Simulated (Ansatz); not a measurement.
# Molecular dynamics of TaN

input.yaml

```yaml
accuracy: low
crystal:
  lattice:
    - [5.456886, 0.0, 0.0]
    - [-2.728443, 4.725802, 0.0]
    - [0.0, 0.0, 6.107502]
  atoms:
    - { symbol: Ta, position: [0.0, 0.0, 0.0] }
    - { symbol: Ta, position: [0.3333333, 0.6666667, 0.25] }
    - { symbol: Ta, position: [0.6666667, 0.3333333, 0.25] }
    - { symbol: "N", position: [0.3923922, 0.0, 0.0] }
    - { symbol: "N", position: [0.6076078, 0.6076078, 0.0] }
    - { symbol: "N", position: [0.0, 0.3923922, 0.0] }
    - { symbol: Ta, position: [0.0, 0.0, 0.5] }
    - { symbol: Ta, position: [0.3333333, 0.6666667, 0.75] }
    - { symbol: Ta, position: [0.6666667, 0.3333333, 0.75] }
    - { symbol: "N", position: [0.3923922, 0.0, 0.5] }
    - { symbol: "N", position: [0.6076078, 0.6076078, 0.5] }
    - { symbol: "N", position: [0.0, 0.3923922, 0.5] }
basis:
  ecutwfc: 420.0
kpoints:
  mp_grid: { grid: [2, 2, 2] }
hamiltonian:
  xc: pbe
  pseudopotentials: { kind: paw, azcp: { folder: soft_1 } }
scf:
  occupations: { method: fermi_dirac, width: 0.17 }
  lower_state_search: "off"
md:
  timestep: 1
  n_steps: 180
  ensemble: nvt_langevin
  temperature: 2000.0
  initial_velocities: maxwell_boltzmann
  seed: 426239
  friction: 0.02
```

Launched with:

```bash
$ ansatz run input.yaml --threads 1 --pin off --max-ram 3072MiB --backend cpu --events-out ev --progress --plain --runs-dir out
```

It starts from an unrelaxed structure (largest force component 0.39 eV/Å).

Output, in part (step lines):

```
md step     0: t =     0.00 fs  T =  1833.3 K  F+E_penalty+E_count = -61915.23180027 eV  E_kin = 2.843720 eV  (9 SCF iters)
md step     1: t =     1.00 fs  T =  2049.6 K  F+E_penalty+E_count = -61915.21501395 eV  E_kin = 3.179192 eV  (6 SCF iters)
md step     2: t =     2.00 fs  T =  2009.3 K  F+E_penalty+E_count = -61915.17000541 eV  E_kin = 3.116726 eV  (6 SCF iters)
md step     3: t =     3.00 fs  T =  2082.2 K  F+E_penalty+E_count = -61915.09443087 eV  E_kin = 3.229763 eV  (6 SCF iters)
md step     4: t =     4.00 fs  T =  2093.2 K  F+E_penalty+E_count = -61914.98800286 eV  E_kin = 3.246786 eV  (6 SCF iters)
md step     5: t =     5.00 fs  T =  2245.3 K  F+E_penalty+E_count = -61914.85184771 eV  E_kin = 3.482720 eV  (5 SCF iters)
md step     6: t =     6.00 fs  T =  2094.0 K  F+E_penalty+E_count = -61914.69314680 eV  E_kin = 3.248081 eV  (5 SCF iters)
md step     7: t =     7.00 fs  T =  1930.9 K  F+E_penalty+E_count = -61914.52299068 eV  E_kin = 2.995115 eV  (5 SCF iters)
[... lines left out ...]
md step   179: t =   179.00 fs  T =  2189.2 K  F+E_penalty+E_count = -61913.02505175 eV  E_kin = 3.395661 eV  (6 SCF iters)
md step   180: t =   180.00 fs  T =  2194.8 K  F+E_penalty+E_count = -61913.01693393 eV  E_kin = 3.404366 eV  (8 SCF iters)
```

The steps, from the saved trajectory:

```tsv
time (fs)	T (K)	potential energy less start (eV)
0	1833	0.000
6	2094	0.539
12	1062	1.457
18	945	1.665
24	1646	1.440
30	1848	1.476
36	2035	1.592
42	1383	1.844
48	1086	2.101
54	725	2.395
60	1140	2.305
66	1521	2.369
72	1026	2.572
78	1009	2.462
84	1372	2.116
90	1349	1.871
96	1082	1.829
102	1177	2.032
108	1079	2.357
114	1273	2.523
120	894	2.951
126	1093	3.029
132	1701	2.626
138	1651	1.940
144	2445	1.475
150	1994	1.754
156	1523	2.377
162	1526	2.974
168	1113	2.951
174	2320	2.459
180	2195	2.215
```

All steps were run. The mean temperature of the second half is 26 % below the set value. A run of 0.18 ps of so small a system gives no equilibrium averages. Limits of this set-up: coarse k mesh, low accuracy level.

Mean squared displacements from the first frame to the last, about the centre of mass: Ta 0.04 Å², N 0.04 Å².

Last frame:

```xyz
12
Lattice="5.4569 0.0000 0.0000 -2.7284 4.7258 0.0000 0.0000 0.0000 6.1075" Properties=species:S:1:pos:R:3
Ta 0.093 0.243 -0.333
Ta 0.141 3.272 1.327
Ta 2.853 1.537 1.514
N 2.124 0.150 -0.325
N 1.759 3.002 -0.200
N -1.034 1.835 -0.070
Ta -0.019 0.120 2.663
Ta -0.210 3.353 4.422
Ta 2.604 1.790 4.431
N 2.113 0.013 2.897
N 1.882 3.039 2.668
N -0.808 1.949 2.913
```

The run took 17 min on 1 thread of AMD EPYC 7R43 64-Core Processor (Zen 3) (shared host), peak memory 0.54 GiB.
